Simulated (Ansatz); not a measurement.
Li2S (started from an entry of an open crystallographic database), relaxed with r2SCAN: 9 runs in Ansatz 0.2.0, each a construction of maximally localised Wannier functions. Space group Fm-3m (No. 225), cubic; a = 5.691 Å in the conventional setting, 15.36 Å³ an atom. Around Li lie 4 S at 2.46 Å; around S lie 8 Li at 2.46 Å. Spin-unpolarised throughout; all numbers are computed.

```
CELL_PARAMETERS angstrom
0.00000 2.84529 2.84529
2.84529 0.00000 2.84529
2.84529 2.84529 0.00000
ATOMIC_POSITIONS crystal
Li 0.25000 0.25000 0.25000
Li 0.75000 0.75000 0.75000
S 0.00000 0.00000 0.00000
```

Windows count from the top of the filled bands; a dash means that no such window was set (without an outer window there is no disentanglement). Rows marked drawn have settings drawn at random (some not listed).

```csv
functional,SCF mesh,trial orbitals,functions,mesh,window (eV),frozen (eV),settings,Ω total (Å²),Ω invariant (Å²),largest spread (Å²),least projectability,"interpolation miss of the model's filled bands (eV, to the nearest computed level)"
PBE,6×6×6,"S s, S p",4,6×6×6,–,–,chosen,5.63,4.58,1.41,0.93,0.009
PBE,6×6×6,"S s, S p",4,4×4×4,–,–,chosen,5.33,4.30,1.33,0.93,0.050
PBE,6×6×6,"S s, S p",4,8×8×8,–,–,chosen,5.75,4.69,1.44,0.93,0.002
PBE,6×6×6,S p,3,6×6×6,–,–,chosen,5.59,5.55,1.86,0.93,0.009
r2SCAN,6×6×6,"S s, S p",4,6×6×6,–,–,chosen,5.51,4.45,1.38,0.94,0.007
r2SCAN,6×6×6,S p,3,6×6×6,–,–,chosen,5.46,5.42,1.82,0.94,0.007
HSE06,6×6×6,"S s, S p",4,6×6×6,–,–,chosen,5.51,4.46,1.38,0.94,–
HSE06,6×6×6,S p,3,6×6×6,–,–,chosen,5.47,5.43,1.82,0.94,–
PBE,6×6×6,"S s, S p (loose tolerance)",4,6×6×6,–,–,drawn,5.64,4.58,1.42,0.93,0.009
```

A dash in the last column means that the miss wasn't evaluated.

For S s, S p with PBE the spread goes 5.33 Å² (4×4×4), 5.63 Å² (6×6×6), 5.75 Å² (8×8×8): finite differences on a coarse mesh understate it.
